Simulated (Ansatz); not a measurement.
Runs of Ansatz 0.2.0 on HfN. It takes space group F-43m (No. 216, cubic). The conventional cell has a = 4.910 Å, b = 4.910 Å, c = 4.910 Å, α = 90.00°, β = 90.00°, γ = 90.00°. Around Hf (site symmetry -43m) lie 4 N at 2.13 Å. N (site symmetry -43m) has 4 Hf at 2.13 Å as nearest neighbours. The cell comes from a database or a generator and needn't be the stable form of this composition.

```csv
level,k mesh,cutoff (eV),mesh quality,V0 of scaled cells (Å³/atom),B0 (GPa)
LDA,9 × 9 × 9,420,not flagged,14.07,215
PBE0,6 × 6 × 6,420,coarse,(a),207
r2SCAN,9 × 9 × 9,500,not flagged,(b),202
PBEsol,9 × 9 × 9,420,not flagged,14.41,201
```

Alike in all rows: task equation of state; potentials or basis Ansatz PAW; no spin polarisation; cell as given; smearing fermi-dirac 0.05 eV.

Q: Fill in the values left out.

A: (a) 14.64; (b) 14.63.

Caveats: some runs use coarse meshes; the PAW data sets were made with another functional, which shifts forces and pressure a little (some runs).
